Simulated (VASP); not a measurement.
# KF (R-3m) in VASP: further runs

Runs on KF. Level: PBE. Tasks: single point.

All numbers are computed with VASP 6.6.1; they aren't measurements. Logs are shortened: lines on timing, memory, paths and dates and some standing lists are left out, and cuts for length are marked.

## Step 1: The cell of the first run

Symmetry: R-3m, No. 166, trigonal system. The conventional cell has a = 3.957 Å, b = 3.957 Å, c = 9.236 Å, α = 90.00°, β = 90.00°, γ = 120.00°. K (site symmetry -3m) is surrounded by 6 F at 2.75 Å. F (site symmetry -3m) has 6 K at 2.75 Å as nearest neighbours.

## Step 2: Single point, PBE

File INCAR:

```
ALGO     = Normal         # electronic algorithm
EDIFF    = 1E-6           # SCF threshold, eV
ENCUT    = 520            # plane-wave cutoff, eV
GGA      = PE             # functional
ISIF     = 2              # what is computed and relaxed
ISMEAR   = 0              # smearing method
LASPH    = True           # aspherical terms in the spheres
LCHARG   = False          # write CHGCAR
LREAL    = False          # projectors in reciprocal space
LWAVE    = False          # write WAVECAR
NBANDS   = 15             # bands
NELM     = 100            # most SCF steps
PREC     = Accurate       # precision mode
SIGMA    = 0.05           # smearing width, eV
```

File KPOINTS:

```
k-points
0
Gamma
  8 8 8
```

File POSCAR:

```
KF
1.0
   -0.0876630241      2.7100930641      2.7100930641
    2.7100930641     -0.0876630241      2.7100930641
    2.7100930641      2.7100930641     -0.0876630241
K F
1 1
Direct
    0.0000000000      0.0000000000      0.0000000000
    0.5000000000      0.5000000000      0.5000000000
```

Potentials or basis: VASP PAW PBE potentials, release 64 (K_sv, F).

Started as:

```console
> cat potpaw_PBE.64/K_sv/POTCAR potpaw_PBE.64/F/POTCAR > POTCAR
> mpirun -np 1 vasp_std > vasp.out
```

OUTCAR:

```text
EDIFF = 1E-6
   ENCUT = 520
   GGA = PE
   ISIF = 2
   ISMEAR = 0
   LASPH = True
   LREAL = False
   NELM = 100
   PREC = Accurate

 ion  position               nearest neighbor table
   1  0.000  0.000  0.000-   2 2.75   2 2.75   2 2.75   2 2.75   2 2.75   2 2.75
   2  0.500  0.500  0.500-   1 2.75   1 2.75   1 2.75   1 2.75   1 2.75   1 2.75

  LATTYP: Found a trigonal (rhomboedric) cell.
 ALAT       =     3.8336527800
 COS(alpha) =     0.4674086020

  Lattice vectors:

 A1 = (  -0.0876630241,   2.7100930641,   2.7100930641)
 A2 = (   2.7100930641,  -0.0876630241,   2.7100930641)
 A3 = (   2.7100930641,   2.7100930641,  -0.0876630241)

Analysis of symmetry for initial positions (statically):
=====================================================================
 Subroutine PRICEL returns:
 Original cell was already a primitive cell.

 Routine SETGRP: Setting up the symmetry group for a
 trigonal (rhombohedral) supercell.

 Subroutine GETGRP returns: Found 12 space group operations
 (whereof 12 operations were pure point group operations)
 out of a pool of 12 trial point group operations.

The static configuration has the point symmetry D_3d.

Analysis of symmetry for dynamics (positions and initial velocities):
=====================================================================
 Subroutine PRICEL returns:
 Original cell was already a primitive cell.

 Routine SETGRP: Setting up the symmetry group for a
 trigonal (rhombohedral) supercell.

 Subroutine GETGRP returns: Found 12 space group operations
 (whereof 12 operations were pure point group operations)
 out of a pool of 12 trial point group operations.

The dynamic configuration has the point symmetry D_3d.

 Subroutine INISYM returns: Found 12 space group operations
 (whereof 12 operations are pure point group operations),
 and found     1 'primitive' translations

----------------------------------------------------------------------------------------

                                     Primitive cell

  volume of cell :      41.7400

  direct lattice vectors                    reciprocal lattice vectors
    -0.087663024  2.710093064  2.710093064    -0.175776704  0.181652596  0.181652596
     2.710093064 -0.087663024  2.710093064     0.181652596 -0.175776704  0.181652596
     2.710093064  2.710093064 -0.087663024     0.181652596  0.181652596 -0.175776704

  length of vectors
     3.833652780  3.833652780  3.833652780     0.311276053  0.311276053  0.311276053

  position of ions in fractional coordinates (direct lattice)
     0.000000000  0.000000000  0.000000000
     0.500000000  0.500000000  0.500000000

  ion indices of the primitive-cell ions
   primitive index   ion index
                 1           1
                 2           2

----------------------------------------------------------------------------------------

 KPOINTS: k-points

Automatic generation of k-mesh.
 Grid dimensions read from file:
 generate k-points for:    8    8    8

 Generating k-lattice:

  Cartesian coordinates                     Fractional coordinates (reciprocal lattice)
    -0.021972088  0.022706575  0.022706575     0.125000000 -0.000000000 -0.000000000
     0.022706575 -0.021972088  0.022706575    -0.000000000  0.125000000 -0.000000000
     0.022706575  0.022706575 -0.021972088    -0.000000000 -0.000000000  0.125000000

  Length of vectors
     0.038909507  0.038909507  0.038909507

  Shift w.r.t. Gamma in fractional coordinates (k-lattice)
     0.000000000  0.000000000  0.000000000

 Subroutine IBZKPT returns following result:
 ===========================================

 Found     65 irreducible k-points:

 Following reciprocal coordinates:
            Coordinates               Weight
  0.000000  0.000000  0.000000      1.000000
  0.125000  0.000000  0.000000      6.000000
  0.250000  0.000000  0.000000      6.000000
  0.375000  0.000000  0.000000      6.000000
  0.500000  0.000000  0.000000      3.000000
  0.125000  0.125000  0.000000      6.000000
[... 16 lines left out ...]
  0.250000  0.125000  0.125000      6.000000
  0.375000  0.125000  0.125000      6.000000
 [... further k-points ...]
   k-points           NKPTS =     65   k-points in BZ     NKDIM =     65   number of bands    NBANDS=     15
   number of dos      NEDOS =    301   number of ions     NIONS =      2
   total plane-waves  NPLWV =  27000
   dimension x,y,z NGX =    30 NGY =   30 NGZ =   30
   dimension x,y,z NGXF=    60 NGYF=   60 NGZF=   60
   ions per type =               1   1
   NGX,Y,Z   is equivalent  to a cutoff of  13.01, 13.01, 13.01 a.u.
   NGXF,Y,Z  is equivalent  to a cutoff of  26.02, 26.02, 26.02 a.u.
 SYSTEM =  unknown system
   PREC   = accura    normal or accurate (medium, high low for compatibility)
   ISTART =      0    job   : 0-new  1-cont  2-samecut
   ICHARG =      2    charge: 1-file 2-atom 10-const
   ISPIN  =      1    spin polarized calculation?
   LNONCOLLINEAR =      F non collinear calculations
   LSORBIT =      F    spin-orbit coupling
   LASPH  =      T    aspherical Exc in radial PAW
   ENCUT  =  520.0 eV  38.22 Ry    6.18 a.u.   7.13  7.13  7.13*2*pi/ulx,y,z
   NELM   =    100;   NELMIN=  2; NELMDL= -5     # of ELM steps
   EDIFF  = 0.1E-05   stopping-criterion for ELM
   LREAL  =      F    real-space projection
   EDIFFG = 0.1E-04   stopping-criterion for IOM
   NSW    =      0    number of steps for IOM
   IBRION =     -1    ionic relax: 0-MD 1-quasi-New 2-CG
   NFREE  =      0    steps in history (QN), initial steepest desc. (CG)
   ISIF   =      2    stress and relaxation
   ISYM   =      2    0-nonsym 1-usesym 2-fastsym
   POTIM  = 0.5000    time-step for ionic-motion
   TEBEG  =    0.0;   TEEND  =   0.0 temperature during run
   PSTRESS=    0.0 pullay stress
   NELECT =      16.0000    total number of electrons
   NUPDOWN=      -1.0000    fix difference up-down
   EMIN   =  10.00;   EMAX   =-10.00  energy-range for DOS
   EFERMI =   0.00;   METHOD = LEGACY
   ISMEAR =     0;   SIGMA  =   0.05  broadening in eV -4-tet -1-fermi 0-gaus
   EFERMI_NEDOS =   21; number of points for ismear=-14 and -15
   IALGO  =     38    algorithm
   IMIX   =      4    mixing-type and parameters
     AMIX     =   0.40;   BMIX     =  1.00
     AMIX_MAG =   1.60;   BMIX_MAG =  1.00
  volume/ion in A,a.u.               =      20.87       140.84
  Fermi-wavevector in a.u.,A,eV,Ry     =   1.189225  2.247309 19.242121  1.414256
  Thomas-Fermi vector in A             =   2.325337
   LORBIT       =      0    0 simple, 1 ext, 2 COOP (PROOUT), +10 PAW based schemes
   GGA     = PE    functional components
   LHFCALC =     F    Hartree Fock is set to
   AEXX    =    0.0000 exact exchange contribution
   IVDW    =     0    specifies the selected vdW correction
   LEPSILON=     F    determine dielectric tensor
   LRPA    =     F    only Hartree local field effects (RPA)
 non-spin polarized calculation
 Gauss-broadening in eV      SIGMA  =   0.05
  energy-cutoff  :      520.00
  volume of cell :       41.74
 maximum number of plane-waves:      1142
 NGX is ok and might be reduce to    30
   NGX = 15   NGY = 15   NGZ = 15

 number of electron      16.0000001 magnetization

 Free energy of the ion-electron system (eV)
  ---------------------------------------------------
  ext. energy  EPLUGINS =         0.00000000
  ---------------------------------------------------
  free energy    TOTEN  =        -8.28861610 eV

  energy without entropy =       -8.28861610  energy(sigma->0) =       -8.28861610

 E-fermi :  -2.6605     XC(G=0):  -8.0064

 val. band max:       -2.9878461387   @ k =   0.0000   0.0000   0.0000
 cond. band min:       2.6893762828   @ k =   0.0000   0.0000   0.0000
 fundamental gap:      5.6772224215
 Fermi energy:        -2.6604533588

 k-point     1 :       0.0000    0.0000    0.0000
  band No.  band energies     occupation
      1     -29.4345      2.00000
      2     -21.6289      2.00000
      3     -12.7419      2.00000
      4     -12.7419      2.00000
      5     -12.7345      2.00000
      6      -3.0332      2.00000
      7      -3.0332      2.00000
      8      -2.9878      2.00000
      9       2.6894      0.00000
     10       7.2342      0.00000
     11       7.2342      0.00000
     12       7.7024      0.00000
     13       8.9650      0.00000
     14       8.9650      0.00000
     15      13.3138      0.00000

 k-point     2 :       0.1250    0.0000    0.0000
  band No.  band energies     occupation
      1     -29.4259      2.00000
      2     -21.6363      2.00000
      3     -12.7728      2.00000
      4     -12.7444      2.00000
      5     -12.7408      2.00000
      6      -3.1508      2.00000
      7      -3.0754      2.00000
      8      -3.0308      2.00000
      9       3.0807      0.00000
     10       7.0592      0.00000
     11       7.4075      0.00000
     12       7.8488      0.00000
     13       9.0837      0.00000
     14       9.0905      0.00000
     15      13.9581      0.00000

 k-point     3 :       0.2500    0.0000    0.0000
  band No.  band energies     occupation
      1     -29.4051      2.00000
      2     -21.6546      2.00000
      3     -12.8501      2.00000
      4     -12.7525      2.00000
      5     -12.7505      2.00000
      6      -3.4097      2.00000
      7      -3.1755      2.00000
      8      -3.1231      2.00000
      9       4.0754      0.00000
     10       6.7459      0.00000
     11       7.8343      0.00000
     12       8.2816      0.00000
     13       9.4600      0.00000
     14       9.4974      0.00000
     15      14.6066      0.00000
[... 343 lines left out ...]
 k-point    23 :       0.2500    0.1250    0.1250
  band No.  band energies     occupation
      1     -29.4109      2.00000
      2     -21.6437      2.00000
      3     -12.8188      2.00000
      4     -12.7859      2.00000
      5     -12.7400      2.00000
      6      -3.3116      2.00000
      7      -3.1686      2.00000
      8      -3.0542      2.00000
      9       3.7100      0.00000
     10       6.8529      0.00000
     11       7.6682      0.00000
     12       8.0853      0.00000
     13       9.1992      0.00000
     14       9.2673      0.00000
     15      14.9280      0.00000

 k-point    24 :       0.3750    0.1250    0.1250
  band No.  band energies     occupation
      1     -29.3903      2.00000
      2     -21.6588      2.00000
      3     -12.8932      2.00000
      4     -12.8182      2.00000
      5     -12.7463      2.00000
      6      -3.5191      2.00000
      7      -3.2631      2.00000
      8      -3.1089      2.00000
      9       4.7368      0.00000
     10       6.5457      0.00000
     11       8.1312      0.00000
     12       8.4999      0.00000
     13       9.5326      0.00000
     14       9.9497      0.00000
     15      14.0182      0.00000

 [... further k-points ...]

------------------------ aborting loop because EDIFF is reached ----------------------------------------

  FORCE on cell =-STRESS in cart. coord.  units (eV):
  Direction    XX          YY          ZZ          XY          YZ          ZX
  --------------------------------------------------------------------------------------
  -------------------------------------------------------------------------------------
  Total       -0.3284595     -0.3284595     -0.3284595      0.1048851      0.1048851      0.1048851
  in kB      -12.6078174    -12.6078174    -12.6078174      4.0259832      4.0259832      4.0259832
  external PRESSURE =     -12.6078174 kB  Pullay stress =       0.0000000 kB

 VOLUME and BASIS-vectors are now :
 -----------------------------------------------------------------------------
  energy-cutoff  :      520.00
  volume of cell :       41.74
      direct lattice vectors                 reciprocal lattice vectors
    -0.087663024  2.710093064  2.710093064    -0.175776704  0.181652596  0.181652596
     2.710093064 -0.087663024  2.710093064     0.181652596 -0.175776704  0.181652596
     2.710093064  2.710093064 -0.087663024     0.181652596  0.181652596 -0.175776704

 POSITION                                       TOTAL-FORCE (eV/Angst)
 -----------------------------------------------------------------------------------
      0.00000      0.00000      0.00000        -0.000000      0.000000     -0.000000
      2.66626      2.66626      2.66626         0.000000     -0.000000      0.000000
 -----------------------------------------------------------------------------------
    total drift:                                0.000000      0.000000      0.000000

  FREE ENERGIE OF THE ION-ELECTRON SYSTEM (eV)
  ---------------------------------------------------
  free  energy   TOTEN  =        -8.2886160955 eV

  energy  without entropy=       -8.2886160955  energy(sigma->0) =       -8.28861610
```

It took 44 s on 1 thread of Intel Xeon Platinum 8259CL at 2.50GHz (Skylake/Cascade Lake), shared host; peak memory 0.19 GiB.

What came out:

```
Free energy            : -8.2886 eV
Pressure               : -1.3 GPa
Band gap on the k mesh : 5.68 eV, direct
```

Levels at points of the mesh, in eV from the valence-band top:
| k point | band 5 | band 6 | band 7 | band 8 | band 9 | band 10 | band 11 | band 12 |
| --- | --- | --- | --- | --- | --- | --- | --- | --- |
| (0.00, 0.00, 0.00) | -9.75 | -0.05 | -0.05 | 0.00 | 5.68 | 10.22 | 10.22 | 10.69 |
| (0.50, 0.00, 0.00) | -9.77 | -0.73 | -0.33 | -0.26 | 8.60 | 9.87 | 11.38 | 11.80 |
| (0.50, 0.50, 0.00) | -9.89 | -0.28 | -0.12 | -0.08 | 8.07 | 9.76 | 11.08 | 13.06 |
| (0.50, 0.50, 0.50) | -9.80 | -0.72 | -0.36 | -0.36 | 8.77 | 10.05 | 11.64 | 11.64 |

A k mesh can miss the band edges.

## Step 3: Single point, PBE

File INCAR:

```
ALGO = Fast
EDIFF = 1E-6
ENCUT = 520
GGA = PE
ISIF = 2
ISMEAR = 0
LASPH = True
LCHARG = False
LREAL = False
LWAVE = False
NBANDS = 15
NELM = 100
PREC = Accurate
SIGMA = 0.05
```

KPOINTS is that of step 2.

File POSCAR:

```
KF
1.0
   -0.0848997618      2.6246671034      2.6246671034
    2.6246671034     -0.0848997618      2.6246671034
    2.6246671034      2.6246671034     -0.0848997618
K F
1 1
Direct
    0.0000000000      0.0000000000      0.0000000000
    0.5000000000      0.5000000000      0.5000000000
```

Potentials or basis: VASP PAW PBE potentials, release 64 (K_sv, F).

Started as:

```console
> cat potpaw_PBE.64/K_sv/POTCAR potpaw_PBE.64/F/POTCAR > POTCAR
> mpirun -np 1 vasp_std > vasp.out
```

OUTCAR:

```text
EDIFF = 1E-6
   ENCUT = 520
   GGA = PE
   ISIF = 2
   ISMEAR = 0
   LASPH = True
   LREAL = False
   NELM = 100
   PREC = Accurate

 ion  position               nearest neighbor table
   1  0.000  0.000  0.000-   2 2.67   2 2.67   2 2.67   2 2.67   2 2.67   2 2.67
   2  0.500  0.500  0.500-   1 2.67   1 2.67   1 2.67   1 2.67   1 2.67   1 2.67

  LATTYP: Found a trigonal (rhomboedric) cell.
 ALAT       =     3.7128106304
 COS(alpha) =     0.4674086020

  Lattice vectors:

 A1 = (  -0.0848997618,   2.6246671034,   2.6246671034)
 A2 = (   2.6246671034,  -0.0848997618,   2.6246671034)
 A3 = (   2.6246671034,   2.6246671034,  -0.0848997618)

Analysis of symmetry for initial positions (statically):
=====================================================================
 Subroutine PRICEL returns:
 Original cell was already a primitive cell.

 Routine SETGRP: Setting up the symmetry group for a
 trigonal (rhombohedral) supercell.

 Subroutine GETGRP returns: Found 12 space group operations
 (whereof 12 operations were pure point group operations)
 out of a pool of 12 trial point group operations.

The static configuration has the point symmetry D_3d.
[... 177 lines left out ...]
      6      -2.7955      2.00000
      7      -2.7955      2.00000
      8      -2.7518      2.00000
      9       3.4064      0.00000
     10       7.7342      0.00000
     11       7.7342      0.00000
     12       8.2443      0.00000
     13       9.6031      0.00000
     14       9.6031      0.00000
[... 401 lines left out ...]
      2     -21.4985      2.00000
      3     -12.3531      2.00000
      4     -12.2651      2.00000
      5     -12.1697      2.00000
      6      -3.3595      2.00000
      7      -3.0890      2.00000
      8      -2.8814      2.00000
      9       5.5708      0.00000
     10       7.0882      0.00000
     11       8.7197      0.00000
     12       9.1855      0.00000
     13      10.3183      0.00000
     14      10.7252      0.00000
     15      15.3843      0.00000

 [... further k-points ...]

------------------------ aborting loop because EDIFF is reached ----------------------------------------

  FORCE on cell =-STRESS in cart. coord.  units (eV):
  Direction    XX          YY          ZZ          XY          YZ          ZX
  --------------------------------------------------------------------------------------
  -------------------------------------------------------------------------------------
  Total        0.3803356      0.3803356      0.3803356      0.0881799      0.0881799      0.0881799
  in kB       16.0714512     16.0714512     16.0714512      3.7261262      3.7261262      3.7261262
  external PRESSURE =      16.0714512 kB  Pullay stress =       0.0000000 kB

 VOLUME and BASIS-vectors are now :
 -----------------------------------------------------------------------------
  energy-cutoff  :      520.00
  volume of cell :       37.92
      direct lattice vectors                 reciprocal lattice vectors
    -0.084899762  2.624667103  2.624667103    -0.181497770  0.187564907  0.187564907
     2.624667103 -0.084899762  2.624667103     0.187564907 -0.181497770  0.187564907
     2.624667103  2.624667103 -0.084899762     0.187564907  0.187564907 -0.181497770

 POSITION                                       TOTAL-FORCE (eV/Angst)
 -----------------------------------------------------------------------------------
      0.00000      0.00000      0.00000         0.000000      0.000000      0.000000
      2.58222      2.58222      2.58222        -0.000000     -0.000000     -0.000000
 -----------------------------------------------------------------------------------
    total drift:                                0.000000      0.000000      0.000000

  FREE ENERGIE OF THE ION-ELECTRON SYSTEM (eV)
  ---------------------------------------------------
  free  energy   TOTEN  =        -8.2831907215 eV

  energy  without entropy=       -8.2831907215  energy(sigma->0) =       -8.28319072
```

stdout:

```text
POSCAR found type information on POSCAR K F
 POSCAR found :  2 types and       2 ions
 scaLAPACK will be used
 LDA part: xc-table for (Slater+PW92), standard interpolation
 POSCAR, INCAR and KPOINTS ok, starting setup
 FFT: planning ... GRIDC
 FFT: planning ... GRID_SOFT
 FFT: planning ... GRID
 WAVECAR not read
 entering main loop
WARNING in EDDRMM: call to ZHEGV failed, returncode =   8  4     10
```

Run time: 49 s. Hardware: 1 thread of Intel Xeon Platinum 8259CL at 2.50GHz (Skylake/Cascade Lake), shared host; peak memory 0.17 GiB.

What came out:

```yaml
Free_energy: -8.2832 eV
Pressure: 1.6 GPa
Band_gap_on_the_k_mesh: 6.16 eV, direct
```
